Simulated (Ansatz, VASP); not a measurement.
# C: VASP beside Ansatz

File INCAR:

```
PREC = Accurate
ENCUT = 520
EDIFF = 1E-6
ISMEAR = 0
SIGMA = 0.02
LREAL = F
LASPH = T
NELM = 100
ALGO = Normal
ISIF = 2
LWAVE = F
LCHARG = F
IBRION = 2
NSW = 60
EDIFFG = -0.002
```

The input KPOINTS:

```
Automatic mesh
0
Gamma
  9 9 6
```

File POSCAR:

```
C
1.0
    2.5482155795      0.0000000000      0.0000000000
   -1.2741077897      2.2068194262      0.0000000000
    0.0000000000      0.0000000000      4.1979202822
C
4
Direct
    0.3333333333      0.6666666667     -0.0001691602
    0.6666666667      0.3333333333      0.4998308398
    0.3333333333      0.6666666667      0.3741691602
    0.6666666667      0.3333333333      0.8741691602
```

Input for Ansatz:

```yaml
crystal:
  lattice:
    - [2.5482155795, 0.0, 0.0]
    - [-1.2741077897, 2.2068194262, 0.0]
    - [0.0, 0.0, 4.1979202822]
  atoms:
    - { symbol: C, position: [0.3333333333, 0.6666666667, -0.0001691602] }
    - { symbol: C, position: [0.6666666667, 0.3333333333, 0.4998308398] }
    - { symbol: C, position: [0.3333333333, 0.6666666667, 0.3741691602] }
    - { symbol: C, position: [0.6666666667, 0.3333333333, 0.8741691602] }
basis:
  ecutwfc: 420
kpoints:
  mp_grid: { grid: [9, 9, 6] }
hamiltonian:
  xc: lda
  pseudopotentials: { kind: paw, azcp: { folder: soft_1 } }
scf:
  occupations: { method: gaussian, width: 0.02 }
output:
  forces: true
  stress: true
  eigenvalues: true
  write_density: true
  write_potential: true
  elf: true
  volumetric_format: npy
relax:
  adjacent_minimum: "off"
  f_tol: 0.002
  max_steps: 40
```

Change from the starting cell: strained cell.

Alike in both runs: task relaxation of the atoms; functional LDA; k mesh 9 × 9 × 6; occupations gaussian, width 0.02 eV; no spin polarisation.

|  | VASP | Ansatz |
| --- | --- | --- |
| version | VASP 6.6.1 | Ansatz 0.2.0 |
| potentials or method | VASP PAW LDA potentials, release 64 (C) | scalar-relativistic, plane waves, PAW |
| plane-wave cutoff (eV) | 520 | 420 |
| valence electrons in the cell | 16 | 16 |

Ansatz gave:

* gap on the k mesh at the Fermi level, each at its own relaxed structure (eV): 3.29

Task: Which values does VASP return?

Result: gap on the k mesh at the Fermi level, each at its own relaxed structure (eV): 3.26.

Ansatz warned: «pseudo_functional_mismatch».

Caveats: an odd mesh through Γ misses points on the zone boundary, where band edges often lie.
